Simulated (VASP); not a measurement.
Input:

```xyz
4
Lattice="1.8163 -3.1460 0.0000 1.8163 3.1460 0.0000 0.0000 0.0000 3.8662" Properties=species:S:1:pos:R:3 pbc="T T T"
Li     1.8163     1.0487     3.8662
Li     1.8163    -1.0487     0.0000
Li     0.0000     0.0000     1.9331
N      0.0000     0.0000     0.0000
```

Level of theory: PBE GGA, VASP's PBE PAW potentials (set 64) (plane waves; VASP). Numerical set-up: 520 eV cut-off, 8×8×7 Γ-centred mesh, tetrahedra with Blöchl corrections, potentials Li_sv N.

The cores are frozen, which limits the accuracy of field gradients.

**Question.** Give the principal components of the electric field gradient (V/Å²) and the asymmetry η at each nucleus.

**Answer.** 
```csv
atom,Vxx,Vyy,Vzz,η
Li1,-1.0,-1.0,2.0,0.00
Li2,-1.0,-1.0,2.0,0.00
Li3,2.1,2.1,-4.2,0.00
N4,-5.8,-5.8,11.5,0.00
```

The compound is Li3N in the alpha structure. It was relaxed first.
